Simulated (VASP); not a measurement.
# NiO (F-43m) in VASP: further runs

Aim: see how the results for NiO move with the level of theory and the settings. Levels: PBEsol, LDA. Tasks: core levels, phonons, elastic constants, band structure.

Program: VASP 6.6.1. These are calculated values, not measurements. Logs are shortened: lines on timing, memory, paths and dates and some standing lists are left out, and cuts for length are marked.

### Step 1. The structure

The structure is cubic, space group F-43m (No. 216). The conventional cell has a = 4.481 Å, b = 4.481 Å, c = 4.481 Å, α = 90.00°, β = 90.00°, γ = 90.00°. Ni (site symmetry -43m) is surrounded by 4 O at 1.94 Å. O (site symmetry -43m) has 4 Ni at 1.94 Å as nearest neighbours.

The cell was built by a generator and needn't be a form met in nature.

### Step 2. Core levels, PBEsol, collinear spin, ferromagnetic start

INCAR reads:

```
ALGO = Normal ; EDIFF = 1E-7
ENCUT = 520 ; GGA = PS
ICORELEVEL = 1 ; ISIF = 2
ISMEAR = 0 ; ISPIN = 2
LASPH = T ; LCHARG = F
LMAXMIX = 4 ; LORBIT = 11
LREAL = F ; LWAVE = F
MAGMOM = 1 0 ; NELM = 100
PREC = Accurate ; SIGMA = 0.02
```

KPOINTS reads:

```
k-points
0
Gamma
  10 10 10
```

POSCAR reads:

```
NiO
1.0
    0.0000000000      2.2406300000      2.2406300000
    2.2406300000      0.0000000000      2.2406300000
    2.2406300000      2.2406300000      0.0000000000
Ni O
1 1
Direct
    0.0000000000      0.0000000000      0.0000000000
    0.7500000000      0.7500000000      0.7500000000
```

Potentials or basis: VASP PAW PBE potentials, release 64 (Ni, O).

Run with:

```
> cat potpaw_PBE.64/Ni/POTCAR potpaw_PBE.64/O/POTCAR > POTCAR
> mpirun -np 1 vasp_std > vasp.out
```

OUTCAR:

```text
EDIFF = 1E-7
   ENCUT = 520
   GGA = PS
   ISIF = 2
   ISMEAR = 0
   ISPIN = 2
   LASPH = T
   LORBIT = 11
   LREAL = F
   NELM = 100
   PREC = Accurate

 ion  position               nearest neighbor table
   1  0.000  0.000  0.000-   2 1.94   2 1.94   2 1.94   2 1.94
   2  0.750  0.750  0.750-   1 1.94   1 1.94   1 1.94   1 1.94

  LATTYP: Found a face centered cubic cell.
 ALAT       =     4.4812600000

  Lattice vectors:

 A1 = (   0.0000000000,   2.2406300000,   2.2406300000)
 A2 = (   2.2406300000,   0.0000000000,   2.2406300000)
 A3 = (   2.2406300000,   2.2406300000,   0.0000000000)

Analysis of symmetry for initial positions (statically):
=====================================================================
 Subroutine PRICEL returns:
 Original cell was already a primitive cell.

 Routine SETGRP: Setting up the symmetry group for a
 face centered cubic supercell.

 Subroutine GETGRP returns: Found 24 space group operations
 (whereof 24 operations were pure point group operations)
 out of a pool of 48 trial point group operations.

The static configuration has the point symmetry T_d .

Analysis of symmetry for dynamics (positions and initial velocities):
=====================================================================
 Subroutine PRICEL returns:
 Original cell was already a primitive cell.

 Routine SETGRP: Setting up the symmetry group for a
 face centered cubic supercell.

 Subroutine GETGRP returns: Found 24 space group operations
 (whereof 24 operations were pure point group operations)
 out of a pool of 48 trial point group operations.

The dynamic configuration has the point symmetry T_d .

Analysis of structural, dynamic, and magnetic symmetry:
=====================================================================
 Subroutine PRICEL returns:
 Original cell was already a primitive cell.

 Routine SETGRP: Setting up the symmetry group for a
 face centered cubic supercell.

 Subroutine GETGRP returns: Found 24 space group operations
 (whereof 24 operations were pure point group operations)
 out of a pool of 48 trial point group operations.

The overall configuration has the point symmetry T_d .

 Subroutine INISYM returns: Found 24 space group operations
 (whereof 24 operations are pure point group operations),
 and found     1 'primitive' translations

----------------------------------------------------------------------------------------

                                     Primitive cell

  volume of cell :      22.4978

[... 143 lines left out ...]

 val. band max:        5.3783078178   @ k =   0.3000   0.0000   0.0000
 cond. band min:       5.3934921732   @ k =   0.2000   0.1000   0.0000
 fundamental gap:      0.0151843554
 Fermi energy:         5.3816111591

 spin component 1

 k-point     1 :       0.0000    0.0000    0.0000
  band No.  band energies     occupation
      1     -14.4881      1.00000
      2      -0.5588      1.00000
      3      -0.5588      1.00000
      4      -0.5588      1.00000
      5       3.0524      1.00000
      6       3.0524      1.00000
      7       5.6650      0.00000
      8       5.6650      0.00000
      9       5.6650      0.00000
     10       5.7771      0.00000
     11      19.5809      0.00000
     12      19.5809      0.00000
     13      19.5809      0.00000
[... 257 lines left out ...]
 k-point    18 :       0.4000    0.2000    0.0000
  band No.  band energies     occupation
      1     -13.8670      1.00000
      2      -1.4026      1.00000
      3      -0.2679      1.00000
      4      -0.1425      1.00000
      5       2.7268      1.00000
      6       3.2004      1.00000
      7       3.5670      1.00000
      8       4.5384      1.00000
      9       4.7295      1.00000
     10      10.1285      0.00000
     11      15.0482      0.00000
     12      17.3269      0.00000

 Fermi energy:         5.3816111591

 spin component 2

 k-point     1 :       0.0000    0.0000    0.0000
  band No.  band energies     occupation
      1     -13.9254      1.00000
      2       0.3585      1.00000
      3       0.3585      1.00000
      4       0.3585      1.00000
      5       4.1372      1.00000
      6       4.1372      1.00000
      7       6.0607      0.00000
      8       7.1177      0.00000
      9       7.1177      0.00000
     10       7.1177      0.00000
     11      19.8277      0.00000
     12      19.8277      0.00000
     13      19.8277      0.00000
[... 354 lines left out ...]
  band No.  band energies     occupation
      1     -13.1804      1.00000
      2      -0.9819      1.00000
      3       0.7002      1.00000
      4       0.7734      1.00000
      5       3.7544      1.00000
      6       4.3850      1.00000
      7       5.2114      1.00000
      8       5.7037      0.00000
      9       5.7941      0.00000
     10      10.5542      0.00000
     11      16.2787      0.00000
     12      16.9984      0.00000
     13      19.8790      0.00000

 [... further k-points ...]

------------------------ aborting loop because EDIFF is reached ----------------------------------------

  FORCE on cell =-STRESS in cart. coord.  units (eV):
  Direction    XX          YY          ZZ          XY          YZ          ZX
  --------------------------------------------------------------------------------------
  -------------------------------------------------------------------------------------
  Total       -1.1477478     -1.1477478     -1.1477478      0.0000000      0.0000000      0.0000000
  in kB      -81.7366109    -81.7366109    -81.7366109      0.0000000      0.0000000      0.0000000
  external PRESSURE =     -81.7366109 kB  Pullay stress =       0.0000000 kB

 VOLUME and BASIS-vectors are now :
 -----------------------------------------------------------------------------
  energy-cutoff  :      520.00
  volume of cell :       22.50
      direct lattice vectors                 reciprocal lattice vectors
     0.000000000  2.240630000  2.240630000    -0.223151524  0.223151524  0.223151524
     2.240630000  0.000000000  2.240630000     0.223151524 -0.223151524  0.223151524
     2.240630000  2.240630000  0.000000000     0.223151524  0.223151524 -0.223151524

 POSITION                                       TOTAL-FORCE (eV/Angst)
 -----------------------------------------------------------------------------------
      0.00000      0.00000      0.00000        -0.000000      0.000000      0.000000
      3.36095      3.36095      3.36095         0.000000     -0.000000     -0.000000
 -----------------------------------------------------------------------------------
    total drift:                               -0.000000     -0.000000     -0.000000

  FREE ENERGIE OF THE ION-ELECTRON SYSTEM (eV)
  ---------------------------------------------------
  free  energy   TOTEN  =       -12.4650408123 eV

  energy  without entropy=      -12.4646798459  energy(sigma->0) =      -12.46486033

 total charge

# of ion       s       p       d       tot
------------------------------------------
    1        0.383   0.483   8.251   9.117
    2        1.552   3.389   0.000   4.941
--------------------------------------------------
tot          1.934   3.872   8.251  14.058

 magnetization (x)

# of ion       s       p       d       tot
------------------------------------------
    1        0.004   0.038   1.365   1.407
    2        0.015   0.320   0.000   0.336
--------------------------------------------------
tot          0.019   0.358   1.365   1.743
```

OSZICAR:

```text
N       E                     dE             d eps       ncg     rms          rms(c)
DAV:   1     0.905634403619E+02    0.90563E+02   -0.76682E+03  2452   0.144E+03
DAV:   2    -0.860901884589E+01   -0.99172E+02   -0.87759E+02  2614   0.282E+02
DAV:   3    -0.150628616897E+02   -0.64538E+01   -0.62397E+01  2729   0.825E+01
DAV:   4    -0.151372971079E+02   -0.74435E-01   -0.74368E-01  2769   0.897E+00
DAV:   5    -0.151388303365E+02   -0.15332E-02   -0.15332E-02  2714   0.135E+00    0.175E+01
DAV:   6    -0.149648791408E+02    0.17395E+00   -0.31973E+01  2557   0.111E+02    0.239E+01
DAV:   7    -0.124705142804E+02    0.24944E+01   -0.12776E+01  2700   0.914E+01    0.655E+00
DAV:   8    -0.124766929239E+02   -0.61786E-02   -0.56256E-01  2664   0.916E+00    0.349E+00
DAV:   9    -0.124648798451E+02    0.11813E-01   -0.80399E-02  3514   0.481E+00    0.935E-01
DAV:  10    -0.124652586819E+02   -0.37884E-03   -0.72968E-03  2664   0.101E+00    0.438E-01
DAV:  11    -0.124649823841E+02    0.27630E-03   -0.74249E-03  3330   0.168E+00    0.941E-02
DAV:  12    -0.124649374293E+02    0.44955E-04   -0.77388E-04  3210   0.384E-01    0.108E-01
DAV:  13    -0.124650353082E+02   -0.97879E-04   -0.16075E-04  2848   0.285E-01    0.450E-02
DAV:  14    -0.124650357810E+02   -0.47278E-06   -0.12319E-04  3200   0.231E-01    0.231E-02
DAV:  15    -0.124650411295E+02   -0.53486E-05   -0.20242E-05  2665   0.858E-02    0.116E-02
DAV:  16    -0.124650407065E+02    0.42307E-06   -0.55639E-06  3540   0.283E-02    0.620E-03
DAV:  17    -0.124650408191E+02   -0.11268E-06   -0.65665E-07  2980   0.171E-02    0.864E-04
DAV:  18    -0.124650408123E+02    0.68821E-08   -0.59216E-08  1242   0.263E-03
   1 F= -.12465041E+02 E0= -.12464860E+02  d E =-.360966E-03  mag=     1.7956
```

stdout:

```text
POSCAR found type information on POSCAR NiO
 POSCAR found :  2 types and       2 ions
 scaLAPACK will be used
 -----------------------------------------------------------------------------
|                                                                             |
|                                                                             |
|     You enforced a specific xc type in the INCAR file but a different       |
|     I HOPE YOU KNOW WHAT YOU ARE DOING!                                     |
|                                                                             |
 -----------------------------------------------------------------------------

 LDA part: xc-table for (Slater+PW92), standard interpolation
 POSCAR, INCAR and KPOINTS ok, starting setup
 FFT: planning ... GRIDC
 FFT: planning ... GRID_SOFT
 FFT: planning ... GRID
 WAVECAR not read
 entering main loop
```

Wall time 12 s (1 thread of Intel Xeon 6975P-C (Granite Rapids), shared host); peak memory 0.16 GiB.

What came out:

| Quantity | Value |
| --- | --- |
| Free energy | -12.4650 eV |
| Pressure | -8.2 GPa |
| Band gap on the k mesh | none (metal or under the smearing width) |
| Net moment | 1.80 μB per cell |
| Site moments | Ni +1.41; O +0.34 μB |
| Valence electrons inside the program's atomic spheres | Ni 9.12; O 4.94 |

Core levels (eV, on the scale of the bands):
| atom | levels |
| --- | --- |
| 1 Ni | 1s -8199.3, 2s -969.2, 2p -832.1, 3s -98.3, 3p -58.7 |
| 2 O | 1s -501.9 |

Caveat: the PAW data sets were made with another functional, which shifts forces and pressure a little; a cell with one magnetic atom can't hold antiferromagnetic order, which such compounds often take; semilocal functionals often make such compounds metallic where correlation or magnetic order opens a gap, which also shifts bond lengths. With open d or f shells a metallic result of PBEsol can be an artefact of self-interaction; +U or a hybrid may open a gap.

### Step 3. Phonons, PBEsol, collinear spin, ferromagnetic start

POSCAR is that of step 2.

INCAR.step1 reads:

```
SYSTEM = NiO
ALGO = Fast
EDIFF = 1E-8
EDIFFG = -0.002
ENCUT = 600
GGA = PS
IBRION = 2
ISIF = 3
ISMEAR = 0
ISPIN = 2
LASPH = .True.
LCHARG = .False.
LMAXMIX = 4
LORBIT = 11
LREAL = .False.
LWAVE = .False.
MAGMOM = 1 0
NELM = 150
NSW = 40
PREC = Accurate
SIGMA = 0.02
```

INCAR.step2 reads:

```
SYSTEM = NiO
ALGO = Fast
EDIFF = 1E-8
ENCUT = 600
GGA = PS
IBRION = 8
ISIF = 2
ISMEAR = 0
ISPIN = 2
LASPH = .True.
LCHARG = .False.
LMAXMIX = 4
LORBIT = 11
LREAL = .False.
LWAVE = .False.
MAGMOM = 1 0
NELM = 150
NSW = 1
PREC = Accurate
SIGMA = 0.02
```

KPOINTS reads:

```
k-points
0
Gamma
  7 7 7
  0 0 0
```

Potentials or basis: VASP PAW PBE potentials, release 64 (Ni, O).

Run with:

```
> cat potpaw_PBE.64/Ni/POTCAR potpaw_PBE.64/O/POTCAR > POTCAR
> cp INCAR.step1 INCAR
> mpirun -np 1 vasp_std > vasp.out
> cp CONTCAR POSCAR
> cp INCAR.step2 INCAR
> mpirun -np 1 vasp_std > vasp.out
```

OUTCAR:

```text
SYSTEM = NiO
   EDIFF = 1E-8
   ENCUT = 600
   GGA = PS
   IBRION = 8
   ISIF = 2
   ISMEAR = 0
   ISPIN = 2
   LASPH = .True.
   LORBIT = 11
   LREAL = .False.
   NELM = 150
   NSW = 1
   PREC = Accurate

 ion  position               nearest neighbor table
   1  0.000  0.000  0.000-   2 1.90   2 1.90   2 1.90   2 1.90
   2  0.750  0.750  0.750-   1 1.90   1 1.90   1 1.90   1 1.90

  LATTYP: Found a face centered cubic cell.
 ALAT       =     4.3983884897

  Lattice vectors:

 A1 = (   0.0000000000,   2.1991942449,   2.1991942449)
 A2 = (   2.1991942449,   0.0000000000,   2.1991942449)
[... 922 lines left out ...]
      0.000000  0.000000  0.000000    -0.462629    0.000000    0.000000
      3.298791  3.298791  3.298791     0.886552    0.000000    0.000000
[... 21 lines left out ...]
   6 f/i=    0.002995 THz     0.018820 2PiTHz    0.099913 cm-1     0.012388 meV
             X         Y         Z           dx          dy          dz
      0.000000  0.000000  0.000000    -0.886552    0.000000    0.000000
      3.298791  3.298791  3.298791    -0.462629    0.000000    0.000000

--------------------------------------------------------------------------------------------------------

 ELASTIC MODULI CONTR FROM IONIC RELAXATION (kBar)
 Direction    XX          YY          ZZ          XY          YZ          ZX
 --------------------------------------------------------------------------------
 XX          -0.0000     -0.0000     -0.0000      0.0000      0.0000     -0.0000
 YY          -0.0000     -0.0000     -0.0000      0.0000      0.0000      0.0000
 ZZ          -0.0000     -0.0000     -0.0000      0.0000      0.0000     -0.0000
 XY           0.0000      0.0000      0.0000   -722.6863      0.0000      0.0000
 YZ           0.0000      0.0000      0.0000      0.0000   -722.6863      0.0000
 ZX          -0.0000      0.0000     -0.0000      0.0000      0.0000   -722.6863
 --------------------------------------------------------------------------------

 total charge

# of ion       s       p       d       tot
------------------------------------------
    1        0.406   0.540   8.286   9.231
    2        1.548   3.420   0.000   4.968
--------------------------------------------------
tot          1.953   3.960   8.286  14.199

 magnetization (x)

# of ion       s       p       d       tot
------------------------------------------
    1        0.003   0.041   1.331   1.376
    2        0.016   0.309   0.000   0.325
--------------------------------------------------
tot          0.020   0.350   1.331   1.702
```

OSZICAR.step1:

```text
N       E                     dE             d eps       ncg     rms          rms(c)
DAV:   1     0.994542322030E+02    0.99454E+02   -0.83229E+03  1056   0.157E+03
DAV:   2    -0.738795227982E+01   -0.10684E+03   -0.94149E+02  1075   0.300E+02
[... 64 lines left out ...]
RMM:   2    -0.125030616180E+02    0.12431E-04   -0.47931E-05  1056   0.993E-02    0.262E-02
RMM:   3    -0.125030599447E+02    0.16732E-05   -0.12423E-05  1052   0.448E-02    0.130E-02
RMM:   4    -0.125030592749E+02    0.66980E-06   -0.10787E-06  1042   0.142E-02    0.431E-03
RMM:   5    -0.125030591051E+02    0.16985E-06   -0.11776E-07  1047   0.426E-03    0.313E-03
RMM:   6    -0.125030590531E+02    0.52018E-07   -0.38530E-08   892   0.241E-03    0.774E-04
RMM:   7    -0.125030590476E+02    0.54486E-08   -0.14802E-08   693   0.128E-03
   5 F= -.12503059E+02 E0= -.12502687E+02  d E =-.296708E-06  mag=     1.7504
```

Run time: 2.5 min. Hardware: 1 thread of Intel Xeon 6975P-C (Granite Rapids), shared host; peak memory 0.25 GiB.

What came out:

```
Relaxed volume                                          : 10.64 Å³/atom
Relaxed cell                                            : a = 3.110 Å, b = 3.110 Å, c = 3.110 Å, α = 60.00°, β = 60.00°, γ = 60.00°
Space group after relaxing (to 0.05 Å)                  : F-43m (No. 216)
Net moment                                              : 1.75 μB per cell
Site moments                                            : Ni +1.38; O +0.33 μB
Valence electrons inside the program's atomic spheres   : Ni 9.23; O 4.97
Highest phonon frequency at Γ, LO-TO splitting left out : 424 cm⁻¹
```

Step by step:
```tsv
step	energy change (eV)	largest force (eV/Å)	pressure (GPa)	volume (Å³)
1	0.0000	0.0000	-8.43	22.50
2	-0.0217	0.0000	5.91	20.63
3	-0.0332	0.0000	-0.17	21.29
4	-0.0332	0.0000	0.03	21.27
5	-0.0332	0.0000	-0.01	21.27
```

Final structure:
```
CELL_PARAMETERS angstrom
0.00000 2.19919 2.19919
2.19919 0.00000 2.19919
2.19919 2.19919 0.00000
ATOMIC_POSITIONS crystal
Ni 0.00000 0.00000 0.00000
O 0.75000 0.75000 0.75000
```

Phonon frequencies in cm⁻¹ (negative: imaginary):
```csv
q point,frequencies
"(0.000, 0.000, 0.000)",0 0 0 424 424 424
```

Caveat: the PAW data sets were made with another functional, which shifts forces and pressure a little; a cell with one magnetic atom can't hold antiferromagnetic order, which such compounds often take.

### Step 4. Elastic constants, PBEsol, collinear spin, ferromagnetic start

POSCAR is that of step 3.

INCAR.step1 reads:

```
PREC = Accurate ; ENCUT = 600
EDIFF = 1E-8 ; ISMEAR = 0
SIGMA = 0.02 ; LREAL = False
LASPH = True ; NELM = 100
ALGO = Normal ; ISIF = 3
LWAVE = False ; LCHARG = False
ISPIN = 2 ; MAGMOM = 1 0
LORBIT = 11 ; LMAXMIX = 4
GGA = PS ; IBRION = 2
NSW = 40 ; EDIFFG = -0.002
```

INCAR.step2 reads:

```
PREC = Accurate ; ENCUT = 600
EDIFF = 1E-8 ; ISMEAR = 0
SIGMA = 0.02 ; LREAL = False
LASPH = True ; NELM = 100
ALGO = Normal ; ISIF = 3
LWAVE = False ; LCHARG = False
ISPIN = 2 ; MAGMOM = 1 0
LORBIT = 11 ; LMAXMIX = 4
GGA = PS ; IBRION = 6
NFREE = 2 ; POTIM = 0.015
NSW = 1
```

KPOINTS reads:

```
Automatic mesh
0
Gamma
  7 7 7
```

Run with:

```
> cat potpaw_PBE.64/Ni/POTCAR potpaw_PBE.64/O/POTCAR > POTCAR
> cp INCAR.step1 INCAR
> mpirun -np 1 vasp_std > vasp.out
> cp CONTCAR POSCAR
> cp INCAR.step2 INCAR
> mpirun -np 1 vasp_std > vasp.out
```

Run time: 6.6 min. Hardware: 1 thread of Intel Xeon 6975P-C (Granite Rapids), shared host; peak memory 0.26 GiB.

It converged, with:

| Item | Value |
| --- | --- |
| Relaxed volume | 10.64 Å³/atom |
| Relaxed cell | a = 3.110 Å, b = 3.110 Å, c = 3.110 Å, α = 60.00°, β = 60.00°, γ = 60.00° |
| Space group after relaxing (to 0.05 Å) | F-43m (No. 216) |
| Net moment | 1.76 μB per cell |
| Site moments | Ni +1.40; O +0.33 μB |
| Valence electrons inside the program's atomic spheres | Ni 9.21; O 4.96 |
| Elastic constants C11, C12, C44 | 184, 166, 23 GPa |
| Voigt bulk modulus | 172 GPa |
| Highest phonon frequency at Γ, LO-TO splitting left out | 429 cm⁻¹ |

The path:
| step | energy change (eV) | largest force (eV/Å) | pressure (GPa) | volume (Å³) |
| --- | --- | --- | --- | --- |
| 1 | 0.0000 | 0.0000 | -8.43 | 22.50 |
| 2 | -0.0217 | 0.0000 | 5.91 | 20.63 |
| 3 | -0.0332 | 0.0000 | -0.16 | 21.29 |
| 4 | -0.0332 | 0.0000 | 0.04 | 21.27 |
| 5 | -0.0332 | 0.0000 | -0.02 | 21.27 |

Final structure:
```cif
data_structure
_symmetry_space_group_name_H-M 'P 1'
_symmetry_Int_Tables_number 1
_cell_length_a 3.1102
_cell_length_b 3.1102
_cell_length_c 3.1102
_cell_angle_alpha 60.000
_cell_angle_beta 60.000
_cell_angle_gamma 60.000
_cell_volume 21.27
loop_
_atom_site_label
_atom_site_type_symbol
_atom_site_fract_x
_atom_site_fract_y
_atom_site_fract_z
_atom_site_occupancy
Ni1 Ni 0.00000 0.00000 0.00000 1
O1 O 0.75000 0.75000 0.75000 1
```

Phonon frequencies in cm⁻¹ (negative: imaginary):
```
              q point        frequencies
(0.000, 0.000, 0.000)  0 0 0 429 429 429
```

Elastic tensor in Voigt notation (GPa, in the Cartesian axes of the cell as first typed):
```
184 166 166   0   0   0
166 184 166   0   0   0
166 166 184   0   0   0
  0   0   0  23   0   0
  0   0   0   0  23   0
  0   0   0   0   0  23
```

Clamped-ion elastic tensor (GPa):
```
184 166 166   0   0   0
166 184 166   0   0   0
166 166 184   0   0   0
  0   0   0  94   0   0
  0   0   0   0  94   0
  0   0   0   0   0  94
```

Caveat: the PAW data sets were made with another functional, which shifts forces and pressure a little; a cell with one magnetic atom can't hold antiferromagnetic order, which such compounds often take.

(Continued in part 2 of 2.)
